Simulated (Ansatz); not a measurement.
CuO (Tenorite):

```xyz
4
Lattice="2.3447 -1.7134 0.0000 2.3447 1.7134 0.0000 -0.8606 0.0000 5.0594" Properties=species:S:1:pos:R:3 pbc="T T T"
Cu    0.7420   -0.8457    2.5297
Cu    1.1723    0.8457    0.0000
O     1.6421    0.2841    3.8133
O     2.0724   -0.2841    1.2836
```

* Program: Ansatz 0.2.0
* Task: relaxation of cell and atoms
* Functional: PBE
* Dispersion: D3(BJ)
* Potentials or basis: Ansatz PAW
* Cutoff: 420 eV (not typed: the program's choice for these potentials)
* k mesh: 10 × 10 × 5
* Occupations: fermi-dirac, width 0.05 eV
* Spin: no spin polarisation

At the start: volume 10.16 Å³/atom.

Where does the relaxation end?

It ends after 22 steps and the volume is 10.90 Å³/atom (+7.2 %); space group P4_2/mmc (No. 131, to 0.05 Å).

The path:
```
step  energy change (eV)  largest force (eV/Å)  volume (Å³)
   1              0.0000                0.7578        40.65
   2             -0.0338                0.5794        41.15
   3             -0.0895                0.1373        41.58
   4             -0.0952                0.0553        42.66
   5             -0.1034                0.0116        42.49
   6             -0.1038                0.0022        42.56
   7             -0.1039                0.0002        42.54
   8             -0.1327                0.0019        42.54
   9             -0.1455                0.0654        43.16
  10             -0.1476                0.0221        43.36
  11             -0.1478                0.0031        43.35
  12             -0.1479                0.0003        43.35
  13             -0.1591                0.0019        43.35
  14             -0.1623                0.0016        43.54
  15             -0.1627                0.0008        43.49
  16             -0.1625                0.0001        43.55
  17             -0.1650                0.0007        43.55
  18             -0.1655                0.0003        43.58
  19             -0.1656                0.0006        43.59
  20             -0.1659                0.0005        43.59
  21             -0.1660                0.0006        43.59
  22             -0.1660                0.0006        43.59
```

Final structure:
```cif
data_structure
_symmetry_space_group_name_H-M 'P 1'
_symmetry_Int_Tables_number 1
_cell_length_a 2.9118
_cell_length_b 2.9118
_cell_length_c 5.1415
_cell_angle_alpha 90.015
_cell_angle_beta 90.015
_cell_angle_gamma 89.664
_cell_volume 43.59
loop_
_atom_site_label
_atom_site_type_symbol
_atom_site_fract_x
_atom_site_fract_y
_atom_site_fract_z
_atom_site_occupancy
Cu1 Cu 0.49422 0.99426 0.50185 1
Cu2 Cu 0.99426 0.49422 0.00185 1
O1 O 0.49413 0.49439 0.75185 1
O2 O 0.49439 0.49413 0.25185 1
```

Caveat: the plane-wave basis is chosen anew once the cell has moved, so the energies of steps on either side of that aren't comparable; the pressure holds a Pulay correction of +0.7 GPa for the finite cutoff; the run has no spin polarisation, though such a crystal can be magnetic; pairwise dispersion overbinds metals, which lowers pressure and volume.
